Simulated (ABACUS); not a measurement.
**CoO: relaxation of cell and atoms with PBE**

Crystal: CoO.

```xyz
2
Lattice="0.0000 2.1315 2.1315 2.1315 0.0000 2.1315 2.1315 2.1315 0.0000" Properties=species:S:1:pos:R:3 pbc="T T T"
Co    0.0000    0.0000    0.0000
O     2.1315    2.1315    2.1315
```

```yaml
Program: ABACUS 3.10.1
Task: relaxation of cell and atoms
Functional: PBE
Potentials_or_basis: PseudoDojo NC SR 0.4.1 PBE standard
Cutoff: 1361 eV
Density_cutoff: 5442 eV
Basis: DZP LCAO (the cutoffs set its grid)
k_mesh: 10 × 10 × 10
Occupations: fermi-dirac, width 0.05 eV
Spin: collinear spin, ferromagnetic start
Starting_moments: "[2.0, 0.0] μB"
Orbital_files: Co Co_confined-atom_7au_3s2p2d1f.orb, O O_confined-atom_6au_2s2p1d.orb
Max_steps_of_the_relaxation: 60
Force_threshold: 0.005 eV/Å
Optimiser: cg
Stress_threshold: 0.2 kbar
Radial_cutoff_of_the_potentials_pseudo_rcut: 10 bohr
SCF_threshold_on_the_density: 1e-07
Max_SCF_steps: 100
Eigensolver: genelpa
Mixing: broyden
Mixing_share: 0.4
Symmetry_key: 1
```

| Quantity | Value |
| --- | --- |
| Relaxed volume | 9.62 Å³/atom |
| Relaxed cell | a = 3.008 Å, b = 3.008 Å, c = 3.008 Å, α = 60.00°, β = 60.00°, γ = 60.00° |
| Space group after relaxing (to 0.05 Å) | Fm-3m (No. 225) |
| Energy gained by relaxing | 0.2 meV/atom |
| Ionic steps | 5 |
| Pressure after relaxing | 0.0 GPa |
| Net moment | 2.98 μB per cell |
| Absolute moment | 3.00 μB per cell |
| Site moments | Co +2.68; O +0.30 μB |
| Mulliken charges | Co +0.46; O -0.46 e |

Step by step:
```csv
step,energy change (eV),largest force (eV/Å),pressure (GPa),volume (Å³)
1,0.0000,0.0000,-1.22,19.37
2,-0.0001,0.0000,0.78,19.15
3,-0.0005,0.0000,-0.19,19.26
4,-0.0005,0.0000,-0.15,19.25
5,-0.0005,0.0000,-0.02,19.24
```

Final structure:
```cif
data_structure
_symmetry_space_group_name_H-M 'P 1'
_symmetry_Int_Tables_number 1
_cell_length_a 3.0077
_cell_length_b 3.0077
_cell_length_c 3.0077
_cell_angle_alpha 60.000
_cell_angle_beta 60.000
_cell_angle_gamma 60.000
_cell_volume 19.24
loop_
_atom_site_label
_atom_site_type_symbol
_atom_site_fract_x
_atom_site_fract_y
_atom_site_fract_z
_atom_site_occupancy
Co1 Co 0.00000 0.00000 0.00000 1
O1 O 0.50000 0.50000 0.50000 1
```

It took 47 s on 4 MPI ranks on Intel(R) Xeon(R) 6975P-C (Granite Rapids) (shared host), peak memory 0.48 GiB a rank.

Caveat: the atomic orbitals were generated for these runs and aren't a published set; Mulliken charges move with the basis; the basis of atomic orbitals isn't converged, which shifts pressures, moduli and gaps; a cell with one magnetic atom can't hold antiferromagnetic order, which such compounds often take.
